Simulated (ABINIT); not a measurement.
Input of an ABINIT 10.8.3 (patched build) run:

The input run.abi:

```
# Datasets: ground state, then fixed potential
ndtset 2

# Pseudopotentials
pp_dirpath "./"
pseudos "Sn.GGA_PBE-JTH_sp.xml"

# Structure
acell 4.5726372396 4.5726372396 4.5726372396 Angstrom
rprim
     0.0000000000     0.7071067812     0.7071067812
     0.7071067812     0.0000000000     0.7071067812
     0.7071067812     0.7071067812     0.0000000000
ntypat 1
znucl 50
natom 2
typat 1 1
xred
     0.7500000000     0.7500000000     0.7500000000
     0.5000000000     0.5000000000     0.5000000000

# Plane-wave basis
ecut 15.0
pawecutdg 30.0

# Exchange and correlation
ixc -120135

# Bands and occupations
occopt 3
tsmear 0.05 eV

# SCF cycle
nstep 100

# Output
iomode 3
prtwf 0
prteig 0
prtebands 0
enunit 2
prtden1 1
prtvha1 1
prtvclmb1 1
prtpot1 1

# Dataset 1
kptopt1 1
ngkpt1 7 7 7
nshiftk1 1
shiftk1 0.0 0.0 0.0
nband1 8
tolvrs1 1.0e-9

# Dataset 2: bands along G-X-W-K-G-L-U-W-L-K
iscf2 -2
getden2 1
nband2 12
nbdbuf2 2
tolwfr2 1.0e-12
kptopt2 -9
ndivsm2 6
prteig2 1
prtvol2 -3
kptbounds2
     0.0000000000     0.0000000000     0.0000000000
     0.5000000000     0.0000000000     0.5000000000
     0.5000000000     0.2500000000     0.7500000000
     0.3750000000     0.3750000000     0.7500000000
     0.0000000000     0.0000000000     0.0000000000
     0.5000000000     0.5000000000     0.5000000000
     0.6250000000     0.2500000000     0.6250000000
     0.5000000000     0.2500000000     0.7500000000
     0.5000000000     0.5000000000     0.5000000000
     0.3750000000     0.3750000000     0.7500000000
```

Potentials or basis: JTH PAW PBE v2.0 sp.

Command:

```bash
$ abinit run.abi > log 2>&1
```

(1) Estimate the band gap on the k mesh.

Results:

(1) none (metal or under the smearing width).

Caveat: spin-orbit coupling is left out, which moves the levels of the heavy elements; this set keeps more shells in the core, which shifts pressures and gaps; the atomic spheres overlap.
